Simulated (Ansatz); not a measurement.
## ZnO, space group P4_2/mnm: an optical spectrum, step by step

With Ansatz's Python interface.

Run as a notebook:

```python
import warnings

import ansatz as az
import matplotlib.pyplot as plt
import numpy as np
```

```python
XC = "r2scan"
KGRID = (4, 4, 6)
TOLERANCE = 1e-10
```

```python
warnings.simplefilter("ignore", az.DeckWarning)
```

```python
lattice = az.Lattice.of(
    (5.51757, 0.0, 0.0),
    (0.0, 5.51757, 0.0),
    (0.0, 0.0, 3.258779),
)
sites = [
    ("Zn", (0.181973, 0.181973, 0.5)),
    ("Zn", (0.818027, 0.818027, 0.5)),
    ("Zn", (0.681973, 0.318027, 0.0)),
    ("Zn", (0.318027, 0.681973, 0.0)),
    ("O", (0.817247, 0.182753, 0.5)),
    ("O", (0.182753, 0.817247, 0.5)),
    ("O", (0.682753, 0.682753, 0.0)),
    ("O", (0.317247, 0.317247, 0.0)),
]
system = az.Crystal(lattice=lattice)
for symbol, position in sites:
    system = system.atom(symbol, position)
```

```python
base = (
    system.calculation()
    .functional(XC)
    .pseudopotentials("paw")
    .basis(39 * az.Ry)
    .kpoints(*KGRID)
    .occupations(az.OccupationsMethod.FIXED)
    .scf(tolerance=TOLERANCE)
    .optics(energy_step=0.05, nscf_kmesh=(4, 4, 8), spectra_wanted_up_to=6)
)
done = base.run()
spectra = done.optics()
energy, filling = np.asarray(spectra.photon_energy_ev), spectra.band_filling
gapped = filling.kind == "insulating"
eps1 = np.asarray(filling.eps1 if gapped else filling.eps1_interband)[:3].mean(axis=0)
eps2 = np.asarray(filling.eps2 if gapped else filling.eps2_interband)[:3].mean(axis=0)
print("filling:", filling.kind, "- valid up to", round(spectra.valid_up_to_ev, 2), "eV,", spectra.n_bands, "bands")
top = min(10, spectra.valid_up_to_ev)
# mean of xx, yy and zz; between bands only where the bands are partly filled
shown = energy <= top
plt.figure(figsize=(4.8, 3.2))
plt.plot(energy[shown], eps1[shown], label="eps1")
plt.plot(energy[shown], eps2[shown], label="eps2")
plt.xlabel("photon energy (eV)")
plt.legend()
plt.tight_layout()
plt.savefig("optics.png", dpi=100)
peak = int(np.argmax(np.where(shown & (energy > 0.3), eps2, 0)))
print(f"strongest absorption at {energy[peak]:.2f} eV, eps2 = {eps2[peak]:.2f}")
if gapped:
    print("eps_inf, bands beyond those summed included:", np.round(filling.eps_inf[:3], 3))
print("f-sum electrons:", np.round(filling.get("f_sum_n_eff"), 3))
```

    filling: insulating - valid up to 13.72 eV, 50 bands
    strongest absorption at 7.30 eV, eps2 = 2.77
    eps_inf, bands beyond those summed included: [4.161 4.161 4.353]
    f-sum electrons: [15.675 15.675 15.947]

Notes:
- Averages over directions belong to no single polarisation, least of all in layered crystals.
- This cell is a computed structure, which may not be the phase found in nature.
- Independent-particle spectra on Kohn-Sham bands hold no excitons, and semilocal gaps are too small.
- The script silences the warnings on its input, which a real study should read.
- Wall time of the script: 3.1 min on 1 thread of Intel(R) Xeon(R) Processor @ 2.30GHz, on a shared host, peak memory 1.4 GiB.
